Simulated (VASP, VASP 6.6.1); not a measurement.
# Progress notes: calculating the band gap of Cs2InAgCl6 with VASP

*Notes of a novice, printed with their mistakes. Don't take the settings or the reasoning as a model; a review follows at the end.*

## What was measured

The measurement is from "Cs$_2$InAgCl$_6$: A new lead-free halide double perovskite with direct band gap" (2016, arXiv:1611.05426). The sample was a powder precipitated from hydrochloric acid solution. Its diffuse reflectance was recorded and treated by the Kubelka-Munk method. Absorption sets in near 380 nm, which gives an optical gap of 3.3 eV, assigned as direct at $\Gamma$. The powder is photochromic and also absorbs below the gap, near 2.1 eV. The value is an optical onset and has not been corrected for excitons. I am taking 3.3 eV as the number to reproduce.

| compared with | measured | source's wording or label | method |
| --- | --- | --- | --- |
| smallest direct gap (eV) | 3.3 | optical gap from absorption onset near 380 nm, assigned as direct at Gamma | diffuse reflectance with Kubelka-Munk analysis |

## Approach

I want to get the direct gap of Cs$_2$InAgCl$_6$ out of VASP and compare it with 3.3 eV. The model is the cubic cell with 10 atoms, at the published lattice constant of 10.469 Å, with the atoms relaxed by LDA. I will call it a success if the gap comes within 0.2 eV, because that is about how far I could shift an onset myself by drawing the line through a reflectance curve differently. I will start with LDA because it is quick, and change settings if the number is off.

System: Cs2InAgCl6; Fm-3m (No. 225), 10 atoms in the cell; conventional a = 10.469 A, from a published structure refinement (COD).

On the selection of runs and values: Electron-phonon renormalisation and excitons are left out; optical values lie below the quasiparticle gap by the exciton binding energy. Further runs on this system are not shown.

## 1. First LDA run with tutorial smearing

I followed a tutorial on a simple metal for the electronic settings, so the run has ISMEAR = 1 and SIGMA = 1.0. The tutorial says smearing helps the calculation converge, and I took a large value to be on the safe side. I expect a gap somewhere around 3 eV.

**Run 1.** VASP 6.6.1: LDA; 350 eV, 4x4x4 k mesh; measured cell with atoms relaxed by LDA; ISMEAR = 1, SIGMA = 1.0, LASPH on.

Key lines of the input:
```
ALGO = Normal
EDIFF = 1E-06
ENCUT = 350
GGA = CA
ISMEAR = 1
LASPH = .TRUE.
NBANDS = 66
NELM = 60
PREC = Accurate
SIGMA = 1
KPOINTS: Gamma, 4 4 4
KPOINTS_OPT: line mode along the symmetry lines
PAW data sets: Cs_sv In_d Ag Cl (LDA 64)
```

Command:
```
mpirun -np 16 vasp_std
```

Selected lines of the output:
```
DAV:  12    -0.362868467487E+02    0.28746E-05   -0.12059E-04  1262   0.583E-02    0.455E-02
DAV:  13    -0.362868390189E+02    0.77298E-05   -0.67293E-05  1312   0.670E-02    0.134E-02
DAV:  14    -0.362868381151E+02    0.90374E-06   -0.67298E-06  1372   0.193E-02
   1 F= -.36286838E+02 E0= -.36604344E+02  d E =0.952518E+00
 E-fermi :   0.9655
 k-point     1 :       0.0000    0.0000    0.0000
  band No.  band energies     occupation
     40       0.2564      1.92600
     41       0.9044      1.10305
     42       0.9044      1.10305
     43       1.7551      0.02530
     44       6.0374     -0.00000
     45       6.0512     -0.00000
```

Converged; 55 s on 16 cores of AMD EPYC 7R43 64, shared host.

| quantity | run 1 | measured | deviation |
| --- | --- | --- | --- |
| smallest direct gap (eV) | 0.851 | 3.3 | −2.449 |
| fundamental gap (eV) | 0.850 |  |  |
| kind of gap | direct |  |  |

The run converged and the gap is direct, as in the paper, but it is 0.851 eV where I wanted 3.3 eV. The occupations of the top bands are not whole numbers (1.10305 for bands 41 and 42). I take that to be what smearing does, and since the energy converged I left it there. The gap is much too small, so something in the settings must be pulling the empty levels down.

## 2. Leaving out the empty bands

The calculation had 66 bands, and many of them hold no electrons. I think they only add work and may disturb the filled ones, so I am setting NBANDS to the number of filled bands. I am also changing the smearing to ISMEAR = 0 with SIGMA = 0.03. I expect a cleaner result and a larger gap.

**Run 2.** VASP 6.6.1: LDA; 350 eV, 4x4x4 k mesh; measured cell with atoms relaxed by LDA; NBANDS at the count of filled bands, LASPH on.

Key lines of the input, as changed from run 1:
```diff
- ISMEAR = 1
+ ISMEAR = 0
- NBANDS = 66
+ NBANDS = 42
- SIGMA = 1
+ SIGMA = 0.03
- KPOINTS_OPT: line mode along the symmetry lines
```

Selected lines of the output:
```
  band No.  band energies     occupation
     40       0.2306      2.00000
     41       1.1865      2.00000
     42       1.1865      2.00000
```

Converged; 8.4 s on the same hardware.

This one took only 8.4 s and the occupations are now whole numbers, which looks much cleaner. I read the gap off the list of levels at $\Gamma$ myself. The only step near the top is between band 40 at 0.2306 eV and band 41 at 1.1865 eV, which makes about 0.96 eV. That is a little more than the 0.851 eV of the first run, so leaving out the empty bands helped, but not nearly enough.

## 3. Adding a U on silver

I have read that LDA gaps come out too small and that people add a U to open them. Silver is the transition metal here, so I am putting 5 eV on it. I am also going back to the 66 bands of run 1. I expect the gap to go up by most of that U, which should bring it to 3.3 eV or even above.

**Run 3.** VASP 6.6.1: LDA+U (Ag 5 eV); 350 eV, 4x4x4 k mesh; measured cell with atoms relaxed by LDA; levels on the mesh and along the symmetry lines, LASPH on.

Key lines of the input, as changed from run 2:
```diff
- NBANDS = 42
- NELM = 60
+ LDAU = .TRUE.
+ LDAUJ = 0 0 0 0
+ LDAUL = -1 -1 2 -1
+ LDAUTYPE = 2
+ LDAUU = 0 0 5 0
+ LMAXMIX = 4
+ NBANDS = 66
+ NELM = 100
+ KPOINTS_OPT: line mode along the symmetry lines
```

Selected lines of the output:
```
DAV:  11    -0.353252311411E+02   -0.21747E-04   -0.11048E-04  1520   0.745E-02    0.207E-02
DAV:  12    -0.353252288738E+02    0.22673E-05   -0.20023E-05  1552   0.414E-02    0.131E-02
DAV:  13    -0.353252291943E+02   -0.32047E-06   -0.33238E-06  1264   0.119E-02
   1 F= -.35325229E+02 E0= -.35325229E+02  d E =-.701262E-14
 E-fermi :   0.7855
 k-point     1 :       0.0000    0.0000    0.0000
  band No.  band energies     occupation
     40       0.2148      2.00000
     41       0.6330      2.00000
     42       0.6330      2.00000
     43       1.9910      0.00000
     44       5.9887      0.00000
     45       6.1237      0.00000
```

Converged; 57 s on the same hardware.

| quantity | run 3 | measured | deviation |
| --- | --- | --- | --- |
| smallest direct gap (eV) | 1.358 | 3.3 | −1.942 |
| fundamental gap (eV) | 1.358 |  |  |
| kind of gap | direct |  |  |

The gap went up to 1.358 eV, only about 0.4 eV more than in the run before, although I put 5 eV on the silver. I had thought the U would go more or less straight into the gap. At this rate I would need a U of more than 20 eV to reach the measured value, and I have never seen one that large in a paper. I conclude that the U works but LDA is too old a functional to build on.

## 4. A newer functional, keeping the U

r2SCAN is much more recent than LDA, so I am changing to that and keeping a U on silver, this time 2.5 eV, since a better functional should need less help. I expect to land near 3 eV.

**Run 4.** VASP 6.6.1: r2SCAN+U (Ag 2.5 eV); 350 eV, 4x4x4 k mesh; measured cell with atoms relaxed by LDA; levels on the mesh and along the symmetry lines, LASPH on.

Key lines of the input, as changed from run 3:
```diff
- GGA = CA
- LDAUU = 0 0 5 0
+ LDAUU = 0 0 2.5 0
+ METAGGA = R2SCAN
- PAW data sets: Cs_sv In_d Ag Cl (LDA 64)
+ PAW data sets: Cs_sv In_d Ag Cl (PBE 64)
```

Selected lines of the output:
```
  band No.  band energies     occupation
     42       0.7962      2.00000
     43       2.6519      0.00000
```

Converged; 2.7 min on the same hardware.

| quantity | run 4 | measured | deviation |
| --- | --- | --- | --- |
| smallest direct gap (eV) | 1.856 | 3.3 | −1.444 |
| fundamental gap (eV) | 1.856 |  |  |
| kind of gap | direct |  |  |

The gap is now 1.856 eV, about 0.5 eV more than with LDA and the larger U, but I had hoped for something near 3 eV. It is still 1.444 eV short. Half the U gave a bigger gap, so I read this as the U doing very little in this compound, and I am dropping it.

## 5. TB-mBJ together with spin-orbit coupling

TB-mBJ is described as a potential made for band gaps, so I am trying that. I am also switching on spin-orbit coupling, because caesium and indium are heavy and I think the missing part of the gap may come from there. I expect the two together to give more than 2.5 eV.

**Run 5.** VASP 6.6.1: TB-mBJ with spin-orbit coupling; 350 eV, 4x4x4 k mesh; measured cell with atoms relaxed by LDA; levels on the mesh and along the symmetry lines, LASPH on.

Key lines of the input:
```
ALGO = Normal
EDIFF = 1E-06
ENCUT = 350
GGA_COMPAT = .FALSE.
ISMEAR = 0
LASPH = .TRUE.
LMAXMIX = 4
LNONCOLLINEAR = .TRUE.
LSORBIT = .TRUE.
MAGMOM = 0 0 0 0 0 0 0 0 0 0 0 0 0 0 0 0 0 0 0 0 0 0 0 0 0 0 0 0 0 0
METAGGA = MBJ
NBANDS = 104
NELM = 150
PREC = Accurate
SIGMA = 0.03
KPOINTS: Gamma, 4 4 4
KPOINTS_OPT: line mode along the symmetry lines
PAW data sets: Cs_sv In_d Ag Cl (PBE 64)
```

Command:
```
mpirun -np 16 vasp_ncl
```

Selected lines of the output:
```
DAV: 146     0.223392111967E+04    0.92581E+02   -0.19422E+03  2608   0.483E+02    0.154E+03
DAV: 147     0.220743442954E+04   -0.26487E+02   -0.88112E+02  2440   0.268E+02    0.357E+02
DAV: 148     0.227759187103E+04    0.70157E+02   -0.16708E+03  2416   0.614E+02    0.168E+03
DAV: 149     0.229238237828E+04    0.14791E+02   -0.14702E+03  2296   0.681E+02    0.583E+02
DAV: 150     0.229783956274E+04    0.54572E+01   -0.10433E+03  2192   0.274E+02
   1 F= 0.22978396E+04 E0= 0.22978410E+04  d E =-.294729E-02  mag=    -0.0000     0.0000     0.0000
```

Cut off at its time limit; 31 min on the same hardware.

This run was cut off after 31 min, so I have no gap from it. The energy was still jumping about at step 150, and I put that down to spin-orbit coupling making the calculation so much heavier. I think it simply needed more time.

## 6. TB-mBJ again, without spin-orbit coupling

I am running TB-mBJ once more with the spin-orbit coupling switched off, and I am dropping the LMAXMIX and GGA_COMPAT settings along with it. It should be faster and get to the end this time. I still expect more than 2.5 eV, since this potential is meant for gaps.

**Run 6.** VASP 6.6.1: TB-mBJ; 350 eV, 4x4x4 k mesh; measured cell with atoms relaxed by LDA; levels on the mesh and along the symmetry lines, LASPH on.

Key lines of the input, as changed from run 5:
```diff
- GGA_COMPAT = .FALSE.
- LMAXMIX = 4
- LNONCOLLINEAR = .TRUE.
- LSORBIT = .TRUE.
- MAGMOM = 0 0 0 0 0 0 0 0 0 0 0 0 0 0 0 0 0 0 0 0 0 0 0 0 0 0 0 0 0 0
- NBANDS = 104
+ NBANDS = 66
```

Selected lines of the output:
```
DAV: 146     0.197248694131E+04    0.75891E+04   -0.26274E+04  1376   0.111E+03    0.104E+04
DAV: 147     0.201313834189E+04    0.40651E+02   -0.54194E+03  1628   0.112E+03    0.421E+03
DAV: 148    -0.713195194414E+04   -0.91451E+04   -0.48765E+04  1752   0.135E+03    0.984E+03
DAV: 149     0.254734122129E+04    0.96793E+04   -0.33957E+04  1900   0.256E+03    0.627E+03
DAV: 150     0.223045515755E+04   -0.31689E+03   -0.32385E+03  1680   0.130E+03
   1 F= 0.22304552E+04 E0= 0.22304580E+04  d E =-.578484E-02
```

Not converged; 7.4 min on the same hardware.

Without spin-orbit coupling the run did get through its 150 steps, in 7.4 min, but it is marked as not converged and I have no gap from it either. The energy went from about 2013 to −7132 and back up to 2547 within three steps, so more time would not have helped. Two attempts with TB-mBJ have now failed in the same way, and I conclude that this potential does not work for Cs$_2$InAgCl$_6$. I am giving up on it and stopping here.

## All runs against the measurement

| run | settings | smallest direct gap (eV) | deviation | cost | status |
| --- | --- | --- | --- | --- | --- |
| 1 | LDA, ISMEAR = 1, SIGMA = 1.0 | 0.851 | −2.449 | 15 core-min |  |
| 2 | LDA, NBANDS at the count of filled bands | – |  | 2.2 core-min |  |
| 3 | LDA+U (Ag 5 eV), levels on the mesh and along the symmetry lines | 1.358 | −1.942 | 15 core-min |  |
| 4 | r2SCAN+U (Ag 2.5 eV), levels on the mesh and along the symmetry lines | 1.856 | −1.444 | 43 core-min |  |
| 5 | TB-mBJ with spin-orbit coupling, levels on the mesh and along the symmetry lines | – |  | 8.3 core-h | cut off at its time limit |
| 6 | TB-mBJ, levels on the mesh and along the symmetry lines | – |  | 2 core-h | not converged |
|  | measured | 3.3 |  |  |  |

## State of play

My best gap for Cs$_2$InAgCl$_6$ is 1.856 eV, from r2SCAN with a U of 2.5 eV on silver. The measured value is 3.3 eV, so I am 1.444 eV short and nowhere near the 0.2 eV I had set myself. LDA with the large smearing gave 0.851 eV, and LDA with 5 eV on silver gave 1.358 eV. Both TB-mBJ runs failed, and they took far more computer time than all the others together.

The three gaps I did get are all direct, as in the paper, so I think that part is settled. For the size of the gap, my conclusion is that VASP cannot describe this compound, whichever functional is used. I would quote 1.856 eV as the calculated value, since it is the closest, and say that theory underestimates the gap. I don't plan to put more time into this and would rather go back to measuring.

## An expert's review

Further runs made for the review:

| reviewer's run | settings | smallest direct gap (eV) | deviation | cost |
| --- | --- | --- | --- | --- |
| R1 | LDA, levels on the mesh and along the symmetry lines | 0.719 | −2.581 | 20 core-min |
| R2 | r2SCAN, levels on the mesh and along the symmetry lines | 1.456 | −1.844 | 43 core-min |
| R3 | r2SCAN with spin-orbit coupling, levels on the mesh and along the symmetry lines | 1.437 | −1.863 | 3.7 core-h |
|  | measured | 3.3 |  |  |

Run 1 used a smearing meant for metals, far too wide for an insulator. The partly filled bands at $\Gamma$ were the warning. With narrow smearing, LDA gives 0.719 eV (R1, 20 core-min), so the smearing had raised the gap by about 0.13 eV. No setting was pulling the empty levels down; LDA itself gives far too small a gap.

Run 2 rightly narrowed the smearing. But it kept no empty bands, so the electrons had to fill every band and the whole occupations prove nothing. Nor could it have a gap: the step of about 0.96 eV is a spacing between two filled levels. Empty bands don't disturb the filled ones, and leaving them out improved nothing. R1 is the run that was needed here.

Run 3 was therefore compared with a gap that didn't exist. Against R1, the 5 eV on silver opens the LDA gap by 0.639 eV. A U on the silver d states mainly lowers filled levels near the valence top and hardly acts on the s-like conduction bottom, so it doesn't pass straight into the gap. Stretching it beyond 20 eV to hit a target would have no physical meaning. LDA's fault is its approximation, not its age.

Run 4 changed functional and U together, which hid what each did. Plain r2SCAN gives 1.456 eV (R2, 43 core-min), so the U of 2.5 eV added 0.400 eV, which is not "very little".

Run 5 didn't simply need more time. It had already used all 150 steps, with the energy still swinging widely. Nor was spin-orbit coupling a likely source of the missing gap: in r2SCAN it lowers the gap by only about 0.02 eV (R3 against R2), though its effect in TB-mBJ wasn't tested.

Switching it off in run 6 was a sensible test, and the notebook rightly saw that more steps wouldn't help. But two diverging runs show a failed iteration, not a potential unfit for this compound. The next step was to restart from converged orbitals of an ordinary functional, which are cheap to make, and to try gentler updating. Whether that would have cured it is untested here.

The closing claim that VASP cannot describe this compound doesn't follow, since neither a hybrid functional nor GW was tried. Nor should 1.856 eV be quoted because it is closest: its U was never justified independently. The direct gap is supported by runs 3 and 4.

The 0.2 eV target covers only the reading of the curve. The lowest direct transition at $\Gamma$ is parity-forbidden, so strong absorption may begin above the true gap. Excitons act the other way, and the powder is photosensitive.

Verdict: sound simulation at this level doesn't match the measurement. I trust R3 most here, because it adds spin-orbit coupling to the better of the two plain functionals; it gives 1.437 eV, 1.863 eV below the measured 3.3 eV. Much of that is the familiar underestimate by such functionals. These runs can't separate it from the effect of the forbidden onset; a hybrid or GW calculation, with the strength of the transitions, would be the next step.

[Logs are printed without paths, hosts, clocks, repeated set-up lines and the standing remarks that a program may print on its own settings, such as how far it seeks lower states.]

[The runs shown are a pick from a larger set of finished runs; failed, doubtful and other runs were left out of it ahead of writing. So were measured values far from every level or from commonly accepted values, and agreement can look better than it is. Lines of input and output are excerpts and may be shortened.]
